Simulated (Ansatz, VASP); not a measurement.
## Nb: VASP beside Ansatz

```
Nb
1.0
    -1.67497    1.67497    1.67497
     1.67497   -1.67497    1.67497
     1.67497    1.67497   -1.67497
Nb
1
Cartesian
  0.0000 0.0000 0.0000
```

Change from the starting cell: volume scaled by 1.02.

Alike in both runs: task single point; functional PBE; k mesh 11 × 11 × 11; occupations fermi-dirac, width 0.05 eV; no spin polarisation.

```csv
,VASP,Ansatz
version,VASP 6.6.1,Ansatz 0.2.0
potentials or method,"VASP PAW PBE potentials, release 64 (Nb_sv), cutoff 520 eV","all-electron LAPW, scalar-relativistic"
```

Ansatz gave:

```
gap on the k mesh at the Fermi level (eV) : none
pressure (GPa)                            : -5.2
```

**Question.** What did VASP give for the same quantities?

**Answer.** gap on the k mesh at the Fermi level (eV): none; pressure (GPa): -5.5.

A gap of «none» marks a metal or a gap that the smearing closes. Ansatz ran all-electron here, so the differences hold the error of VASP's frozen core and of both bases.
